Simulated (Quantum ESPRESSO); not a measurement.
# NaI (Fm-3m) in Quantum ESPRESSO: a series of runs, part 2 of 3

Quantum ESPRESSO 7.5.

### 3 Dielectric tensor, WC

Contents of pw.in:

```
&CONTROL
  calculation = 'scf'
  prefix = 'pwscf'
  outdir = './tmp'
  pseudo_dir = './pseudo'
  tprnfor = .true.
  tstress = .true.
  disk_io = 'low'
/
&SYSTEM
  ibrav = 0
  nat = 2
  ntyp = 2
  ecutwfc = 45
  ecutrho = 360
  nbnd = 14
  input_dft = 'wc'
  occupations = 'smearing'
  smearing = 'fd'
  degauss = 0.00367493
/
&ELECTRONS
  conv_thr = 4d-10
  electron_maxstep = 120
  mixing_beta = 0.5
/
ATOMIC_SPECIES
I    126.9045 i_pbe_v1.uspp.F.UPF
Na    22.9898 na_pbe_v1.5.uspp.F.UPF
CELL_PARAMETERS angstrom
   0.0000000000    3.2364000000    3.2364000000
   3.2364000000    0.0000000000    3.2364000000
   3.2364000000    3.2364000000    0.0000000000
ATOMIC_POSITIONS crystal
I      0.5000000000    0.5000000000    0.5000000000
Na     0.0000000000    0.0000000000    0.0000000000
K_POINTS automatic
6 6 6 1 1 1
```

Contents of scf2.in:

```
&CONTROL
  calculation = 'scf'
  prefix = 'pwscf'
  outdir = './tmp'
  pseudo_dir = './pseudo'
  tprnfor = .true.
  tstress = .true.
  disk_io = 'low'
/
&SYSTEM
  ibrav = 0
  nat = 2
  ntyp = 2
  ecutwfc = 45
  ecutrho = 360
  nbnd = 14
  input_dft = 'wc'
  occupations = 'fixed'
/
&ELECTRONS
  conv_thr = 1d-13
  electron_maxstep = 120
  mixing_beta = 0.5
  startingpot = 'file'
  startingwfc = 'file'
/
ATOMIC_SPECIES
I    126.9045 i_pbe_v1.uspp.F.UPF
Na    22.9898 na_pbe_v1.5.uspp.F.UPF
CELL_PARAMETERS angstrom
   0.0000000000    3.2364000000    3.2364000000
   3.2364000000    0.0000000000    3.2364000000
   3.2364000000    3.2364000000    0.0000000000
ATOMIC_POSITIONS crystal
I      0.5000000000    0.5000000000    0.5000000000
Na     0.0000000000    0.0000000000    0.0000000000
K_POINTS automatic
6 6 6 1 1 1
```

Contents of ph.in:

```
dielectric of NaI
&INPUTPH
  prefix = 'pwscf'
  outdir = './tmp'
  tr2_ph = 1d-18
  fildyn = 'dyn'
  niter_ph = 90
  alpha_mix(1) = 0.7
  epsil = .true.
  trans = .false.
  zeu = .true.
/
0.0000000000 0.0000000000 0.0000000000
```

Potentials or basis: GBRV 1.5 PBE.

Run with:

```bash
$ OMP_NUM_THREADS=1 pw.x -in pw.in > pw.out
$ OMP_NUM_THREADS=1 pw.x -in scf2.in > scf2.out
$ OMP_NUM_THREADS=1 ph.x -in ph.in > ph.out
```

pw.out:

```text
This program is part of the open-source Quantum ESPRESSO suite
     for quantum simulation of materials; please cite
         "P. Giannozzi et al., J. Phys.:Condens. Matter 21 395502 (2009);
         "P. Giannozzi et al., J. Phys.:Condens. Matter 29 465901 (2017);
         "P. Giannozzi et al., J. Chem. Phys. 152 154105 (2020);
     in publications or presentations arising from this work. More details at

     IMPORTANT: XC functional enforced from input :
     Exchange-correlation= WC
                           (   1   4  11   4   0   0   0)
     Any further DFT definition will be discarded
     Please, verify this is what you really want

     Message from routine setup:
     using ibrav=0 with symmetry is DISCOURAGED, use correct ibrav instead

     G-vector sticks info
     --------------------
     sticks:   dense  smooth     PW     G-vecs:    dense   smooth      PW
     Sum        1867     925    283                52873    18643    3143

     Using Slab Decomposition

     bravais-lattice index     =            0
     lattice parameter (alat)  =       8.6492  a.u.
     unit-cell volume          =     457.5233 (a.u.)^3
     number of atoms/cell      =            2
     number of atomic types    =            2
     number of electrons       =        16.00
     number of Kohn-Sham states=           14
     kinetic-energy cutoff     =      45.0000  Ry
     charge density cutoff     =     360.0000  Ry
     scf convergence threshold =      4.0E-10
     mixing beta               =       0.5000
     number of iterations used =            8  plain     mixing
     Exchange-correlation= WC
                           (   1   4  11   4   0   0   0)

     celldm(1)=   8.649202  celldm(2)=   0.000000  celldm(3)=   0.000000
     celldm(4)=   0.000000  celldm(5)=   0.000000  celldm(6)=   0.000000

     crystal axes: (cart. coord. in units of alat)
               a(1) = (   0.000000   0.707107   0.707107 )
               a(2) = (   0.707107   0.000000   0.707107 )
               a(3) = (   0.707107   0.707107   0.000000 )

     reciprocal axes: (cart. coord. in units 2 pi/alat)
               b(1) = ( -0.707107  0.707107  0.707107 )
               b(2) = (  0.707107 -0.707107  0.707107 )
               b(3) = (  0.707107  0.707107 -0.707107 )

     PseudoPot. # 1 for I  read from file:
     i_pbe_v1.uspp.F.UPF
[... 26 lines left out ...]
     I                 7.00   126.90450     I ( 1.00)
     Na                9.00    22.98980     Na( 1.00)

     48 Sym. Ops., with inversion, found

   Cartesian axes

     site n.     atom                  positions (alat units)
         1        I      tau(   1) = (   0.7071068   0.7071068   0.7071068  )
         2        Na     tau(   2) = (   0.0000000   0.0000000   0.0000000  )

     number of k points=    28  Fermi-Dirac smearing, width (Ry)=  0.0037
                       cart. coord. in units 2pi/alat
        k(    1) = (   0.0589256   0.0589256   0.0589256), wk =   0.0185185
        k(    2) = (   0.1767767   0.1767767  -0.0589256), wk =   0.0555556
        k(    3) = (   0.2946278   0.2946278  -0.1767767), wk =   0.0555556
        k(    4) = (  -0.2946278  -0.2946278   0.4124790), wk =   0.0555556
        k(    5) = (  -0.1767767  -0.1767767   0.2946278), wk =   0.0555556
        k(    6) = (  -0.0589256  -0.0589256   0.1767767), wk =   0.0555556
[... 20 lines left out ...]
        k(   27) = (   0.2946278   0.2946278   0.2946278), wk =   0.0185185
        k(   28) = (  -0.2946278  -0.2946278   0.8838835), wk =   0.0555556

     Dense  grid:    52873 G-vectors     FFT dimensions: (  54,  54,  54)

     Smooth grid:    18643 G-vectors     FFT dimensions: (  40,  40,  40)

     Check: negative core charge=   -0.000001

     Initial potential from superposition of free atoms

     starting charge      15.9936, renormalised to      16.0000
     Starting wfcs are    9 randomized atomic wfcs +    5 random wfcs

     Self-consistent Calculation

     iteration #  1     ecut=    45.00 Ry     beta= 0.50
     Davidson diagonalization with overlap
     ethr =  1.00E-02,  avg # of iterations =  7.6

     Threshold (ethr) on eigenvalues was too large:
     Diagonalizing with lowered threshold

     Davidson diagonalization with overlap
     ethr =  1.17E-04,  avg # of iterations =  4.7

     total energy              =    -160.87603154 Ry
     estimated scf accuracy    <       0.01820181 Ry
[... 43 lines left out ...]
     iteration #  8     ecut=    45.00 Ry     beta= 0.50
     Davidson diagonalization with overlap
     ethr =  5.38E-12,  avg # of iterations =  4.2

     End of self-consistent calculation

          k = 0.0589 0.0589 0.0589 (  2331 PWs)   bands (ev):

   -48.7425 -20.6558 -20.6555 -20.6555  -9.4038   1.4089   1.6194   1.6194
     5.4206   9.2840   9.5852   9.5852  11.1509  11.1510
[... 73 lines left out ...]
   -48.7424 -20.6595 -20.6573 -20.6571  -9.0368  -0.2550   0.8014   0.9112
     6.2757   7.2180  10.9925  12.1179  12.5869  13.9666

          k =-0.5303 0.1768-0.0589 (  2340 PWs)   bands (ev):

   -48.7424 -20.6592 -20.6573 -20.6567  -9.0752  -0.1229   0.7430   1.0027
     6.9700   7.8748   9.3657  10.9770  12.2016  14.1216

          k =-0.4125 0.0589 0.0589 (  2334 PWs)   bands (ev):
[... 51 lines left out ...]
   -48.7425 -20.6603 -20.6567 -20.6560  -9.0842  -0.3940   0.8817   1.2693
     7.2582   8.2974   9.5085  10.1198  12.5193  12.7556

     the Fermi energy is     3.6449 ev

!    total energy              =    -160.87891597 Ry
     estimated scf accuracy    <          2.1E-10 Ry
     smearing contrib. (-TS)   =      -0.00000000 Ry
     internal energy E=F+TS    =    -160.87891597 Ry

     The total energy is F=E-TS. E is the sum of the following terms:
     one-electron contribution =     -85.33788718 Ry
     hartree contribution      =      46.91876786 Ry
     xc contribution           =     -62.50645712 Ry
     ewald contribution        =     -59.95333953 Ry

     convergence has been achieved in   8 iterations

     Forces acting on atoms (cartesian axes, Ry/au):

     atom    1 type  1   force =     0.00000000    0.00000000    0.00000000
     atom    2 type  2   force =     0.00000000    0.00000000    0.00000000

     Total force =     0.000000     Total SCF correction =     0.000000

     Computing stress (Cartesian axis) and pressure

          total   stress  (Ry/bohr**3)                   (kbar)     P=       -3.56
  -0.00002422  -0.00000000  -0.00000000           -3.56       -0.00       -0.00
  -0.00000000  -0.00002422  -0.00000000           -0.00       -3.56       -0.00
  -0.00000000  -0.00000000  -0.00002422           -0.00       -0.00       -3.56

=------------------------------------------------------------------------------=
   JOB DONE.
=------------------------------------------------------------------------------=
```

scf2.out:

```text
This program is part of the open-source Quantum ESPRESSO suite
     for quantum simulation of materials; please cite
         "P. Giannozzi et al., J. Phys.:Condens. Matter 21 395502 (2009);
         "P. Giannozzi et al., J. Phys.:Condens. Matter 29 465901 (2017);
         "P. Giannozzi et al., J. Chem. Phys. 152 154105 (2020);
[... 318 lines left out ...]
   0.00000000  -0.00002452  -0.00000000            0.00       -3.61       -0.00
   0.00000000  -0.00000000  -0.00002452            0.00       -0.00       -3.61

=------------------------------------------------------------------------------=
   JOB DONE.
=------------------------------------------------------------------------------=
```

Wall time 2.9 min (1 thread of Intel Xeon Platinum 8488C (Sapphire Rapids), shared host); peak memory 0.23 GiB.

Results:

```yaml
Free_energy: -2188.8692 eV
Pressure: -0.4 GPa
Electronic_dielectric_tensor_diagonal: 3.42
Born_charges_mean_of_the_diagonal: I -1.19; Na +1.19 e
```

Levels at points of the mesh, in eV from the valence-band top:
```csv
k point,band 5,band 6,band 7,band 8,band 9,band 10,band 11,band 12
"(0.08, 0.08, 0.08)",-11.02,-0.21,0.00,0.00,3.80,7.66,7.97,7.97
```

Electronic dielectric tensor:
```
3.42 0.00 0.00
0.00 3.42 0.00
0.00 0.00 3.42
```

Born effective charge tensors (e):
atom 1, I
```
-1.19  0.00  0.00
 0.00 -1.19  0.00
 0.00  0.00 -1.19
```
atom 2, Na
```
1.19 0.00 0.00
0.00 1.19 0.00
0.00 0.00 1.19
```

Caveat: the potentials were made for another functional, which shifts forces and pressure. Spin-orbit coupling is left out, which matters for the levels of I.

### 4 Dielectric tensor, BLYP

Changes to pw.in since step 3:

```diff
@@ -16,3 +16,3 @@
   nbnd = 14
-  input_dft = 'wc'
+  input_dft = 'blyp'
   occupations = 'smearing'
```

Changes to scf2.in since step 3:

```diff
@@ -16,3 +16,3 @@
   nbnd = 14
-  input_dft = 'wc'
+  input_dft = 'blyp'
   occupations = 'fixed'
```

ph.in is that of step 3.

Potentials or basis: GBRV 1.5 PBE.

Run with:

```bash
$ OMP_NUM_THREADS=1 pw.x -in pw.in > pw.out
$ OMP_NUM_THREADS=1 pw.x -in scf2.in > scf2.out
$ OMP_NUM_THREADS=1 ph.x -in ph.in > ph.out
```

pw.out:

```text
This program is part of the open-source Quantum ESPRESSO suite
     for quantum simulation of materials; please cite
         "P. Giannozzi et al., J. Phys.:Condens. Matter 21 395502 (2009);
         "P. Giannozzi et al., J. Phys.:Condens. Matter 29 465901 (2017);
         "P. Giannozzi et al., J. Chem. Phys. 152 154105 (2020);
     in publications or presentations arising from this work. More details at

     IMPORTANT: XC functional enforced from input :
     Exchange-correlation= BLYP
                           (   1   3   1   3   0   0   0)
     Any further DFT definition will be discarded
     Please, verify this is what you really want

     Message from routine setup:
     using ibrav=0 with symmetry is DISCOURAGED, use correct ibrav instead

     G-vector sticks info
     --------------------
     sticks:   dense  smooth     PW     G-vecs:    dense   smooth      PW
     Sum        1867     925    283                52873    18643    3143

     Using Slab Decomposition

[... 244 lines left out ...]

          k =-0.5303 0.1768-0.0589 (  2340 PWs)   bands (ev):

   -48.7439 -20.6890 -20.6872 -20.6867  -8.6280   0.3782   1.2120   1.4562
     7.4293   8.5926  10.0378  11.5225  12.7897  14.6979

          k =-0.4125 0.0589 0.0589 (  2334 PWs)   bands (ev):
[... 51 lines left out ...]
   -48.7439 -20.6899 -20.6867 -20.6860  -8.6365   0.1028   1.3494   1.7145
     7.9650   8.7813  10.0385  10.7499  13.0986  13.3135

     the Fermi energy is     3.1151 ev

!    total energy              =    -160.88909170 Ry
     estimated scf accuracy    <          3.5E-10 Ry
     smearing contrib. (-TS)   =      -0.00000000 Ry
     internal energy E=F+TS    =    -160.88909170 Ry

     The total energy is F=E-TS. E is the sum of the following terms:
     one-electron contribution =     -85.37564654 Ry
     hartree contribution      =      46.98705082 Ry
     xc contribution           =     -62.54715646 Ry
     ewald contribution        =     -59.95333953 Ry

     convergence has been achieved in   7 iterations

     Forces acting on atoms (cartesian axes, Ry/au):

     atom    1 type  1   force =     0.00000000    0.00000000   -0.00000000
     atom    2 type  2   force =    -0.00000000   -0.00000000    0.00000000

     Total force =     0.000000     Total SCF correction =     0.000000

     Computing stress (Cartesian axis) and pressure

          total   stress  (Ry/bohr**3)                   (kbar)     P=       14.22
   0.00009666   0.00000000   0.00000000           14.22        0.00        0.00
   0.00000000   0.00009666   0.00000000            0.00       14.22        0.00
   0.00000000   0.00000000   0.00009666            0.00        0.00       14.22

=------------------------------------------------------------------------------=
   JOB DONE.
=------------------------------------------------------------------------------=
```

ph.out:

```text
This program is part of the open-source Quantum ESPRESSO suite
     for quantum simulation of materials; please cite
         "P. Giannozzi et al., J. Phys.:Condens. Matter 21 395502 (2009);
         "P. Giannozzi et al., J. Phys.:Condens. Matter 29 465901 (2017);
         "P. Giannozzi et al., J. Chem. Phys. 152 154105 (2020);
     in publications or presentations arising from this work. More details at

     IMPORTANT: XC functional enforced from input :
[... 196 lines left out ...]
      E*z (        0.00000        0.00000        1.20283 )

     INITIALIZATION:

     DIELECTRIC CONSTANT AND EFFECTIVE CHARGES:

      Additional routines

=------------------------------------------------------------------------------=
   JOB DONE.
=------------------------------------------------------------------------------=
```

It took 3.1 min on 1 thread of Intel Xeon Platinum 8488C (Sapphire Rapids), shared host; peak memory 0.23 GiB.

Results:

```yaml
Free_energy: -2189.0076 eV
Pressure: 1.4 GPa
Electronic_dielectric_tensor_diagonal: 3.29
Born_charges_mean_of_the_diagonal: I -1.20; Na +1.20 e
```

Electronic dielectric tensor:
```
3.29 0.00 0.00
0.00 3.29 0.00
0.00 0.00 3.29
```

Born effective charge tensors (e):
atom 1, I
```
-1.20  0.00  0.00
 0.00 -1.20  0.00
 0.00  0.00 -1.20
```
atom 2, Na
```
1.20 0.00 0.00
0.00 1.20 0.00
0.00 0.00 1.20
```

Caveat: the potentials were made for another functional, which shifts forces and pressure. The run has no spin-orbit coupling, so splittings on I are missing.

[end of part 2 of 3]
